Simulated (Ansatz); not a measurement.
ZnSnN2, ordered on the rocksalt lattice (R-3m) with 4 atoms a cell, relaxed with r2SCAN in Ansatz 0.2.0. It is trigonal, R-3m (No. 166); a = 3.167 Å, c = 15.449 Å in the conventional setting, 11.19 Å³ an atom. Zn is surrounded by 6 N at 2.27 Å; Sn is surrounded by 6 N at 2.21 Å; N is surrounded by 3 Sn at 2.21 Å and 3 Zn at 2.27 Å.

The axes x, y and z are those of this cell:
```yaml
crystal:
  lattice:
    - [1.58369, 0.91434, 5.14982]
    - [-1.58369, 0.91434, 5.14982]
    - [0.00000, -1.82868, 5.14982]
  atoms:
    - { symbol: Zn, position: [0.00000, 0.00000, 0.00000] }
    - { symbol: Sn, position: [0.50000, 0.50000, 0.50000] }
    - { symbol: N, position: [0.24647, 0.24647, 0.24647] }
    - { symbol: N, position: [0.75353, 0.75353, 0.75353] }
```

Unstrained: PBE gives an indirect gap of 0.737 eV, from k = (-0.005, 0.195, -0.201) to Γ; the least direct gap is 0.851 eV at F. With r2SCAN the valence top lies at k = (-0.005, 0.195, -0.201) and the conduction bottom at Γ, 1.189 eV higher; the smallest vertical gap, at F, is 1.325 eV. The HSE06 gap is indirect, 1.899 eV (k = (-0.005, 0.195, -0.201) to Γ), below the direct gap of 2.082 eV at F. Meshes: PBE 10×10×10, r2SCAN 10×10×10, HSE06 6×6×6. Strains are changes of length per length, and xy shears are angles. After each strain the atoms were relaxed again with r2SCAN within the symmetry that the strain leaves, so tilts or polar shifts that break it weren't tested; points keep the names that they have in the unstrained zone. No spin polarisation and no zero-point or thermal motion; the cell was built from a prototype and may be hypothetical.

**Question.** Estimate what epitaxial -2.0 % in the xy plane, free normal strain +0.96 % does to the gap.

**Answer.** HSE06: the gap goes from 1.899 to 2.266 eV (+0.367 eV); the edges go from (-0.005, 0.195, -0.201) → Γ to (-0.047, 0.177, -0.224) → F.

**Question.** Estimate what isotropic +0.5 % on every length does to the gap.

**Answer.** PBE: the gap goes from 0.737 to 0.620 eV (-0.117 eV); the edges go from (-0.005, 0.195, -0.201) → Γ to (-0.016, 0.190, -0.206) → Γ. r2SCAN: the gap goes from 1.189 to 1.065 eV (-0.124 eV); the edges go from (-0.005, 0.195, -0.201) → Γ to (-0.016, 0.190, -0.206) → Γ. HSE06: the gap goes from 1.899 to 1.760 eV (-0.139 eV); the edges go from (-0.005, 0.195, -0.201) → Γ to (-0.016, 0.190, -0.206) → Γ. The r2SCAN energy rises by 1.5 meV an atom.

**Question.** Apply xy shear, engineering strain (angle) +1.5 %. How far does the gap move, against the unstrained cell?

**Answer.** PBE: the gap goes from 0.737 to 0.726 eV (-0.011 eV); the edges go from (-0.005, 0.195, -0.201) → Γ to (0.185, -0.021, -0.208) → Γ. r2SCAN: the gap goes from 1.189 to 1.179 eV (-0.010 eV); the edges go from (-0.005, 0.195, -0.201) → Γ to (0.185, -0.021, -0.208) → Γ. HSE06: the gap goes from 1.899 to 1.889 eV (-0.010 eV); the edges go from (-0.005, 0.195, -0.201) → Γ to (0.185, -0.021, -0.208) → Γ. The r2SCAN energy rises by 1.1 meV an atom.

**Question.** Estimate what uniaxial -5.0 % along x, other directions held does to the gap.

**Answer.** PBE: the gap goes from 0.737 to 0.808 eV (+0.071 eV); the F points, equivalent before, split by 196 meV, and the valence top lies at those like (1/2, 1/2, 0); the F points, equivalent before, split by 212 meV, and the conduction bottom lies at those like (1/2, 0, 1/2); the edges go from (-0.005, 0.195, -0.201) → Γ to F → F. r2SCAN: the gap goes from 1.189 to 1.327 eV (+0.138 eV); the F points, equivalent before, split by 195 meV, and the valence top lies at those like (1/2, 1/2, 0); the F points, equivalent before, split by 196 meV, and the conduction bottom lies at those like (1/2, 0, 1/2); the edges go from (-0.005, 0.195, -0.201) → Γ to F → F. The r2SCAN energy rises by 38.4 meV an atom.

No spin-orbit coupling is included; it can move band edges with weight on the heavy atoms by tenths of an eV.

Where an edge lies off the special points, it is a point of the mesh or the k point where a search put PBE's edge or least direct gap, reused for the other functionals, whose own edges may lie a little apart.

Coordinates of k points refer to the reciprocal vectors of the primitive cell of the runs.
